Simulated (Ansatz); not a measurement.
Zone-centre modes in Al2Cu

Method: DFT PBEsol, scalar-relativistic, plane waves, PAW (Ansatz 0.2.0). Cutoff 420 eV, Γ-centred 16×16×16 k-points, Gaussian smearing of 0.15 eV. No spin polarisation.

Zero of the scan (relaxed at this level; it needn't be the usual structure):

```
Al Cu
1.0
    -2.02463    2.02463    2.86301
     2.02463   -2.02463    2.86301
     2.02463    2.02463   -2.86301
Al Cu
2 1
Direct
  0.75000 0.25000 0.50000
  0.25000 0.75000 0.50000
  0.50000 0.50000 0.00000
```

Harmonic modes by finite displacements of 0.02 Å, without the LO–TO term.

Task: At this geometry, is the structure stable against these modes?

Result: Yes: no mode is imaginary beyond 10 cm⁻¹, and only the three translations lie near zero.

Task: List the wavenumbers in cm⁻¹.

Result: 0, 0, 0, 266, 266, 266, 290, 290, 290.

Cost: 1 run of about 2.9 core-minutes, on Arm Neoverse V2 (shared hosts).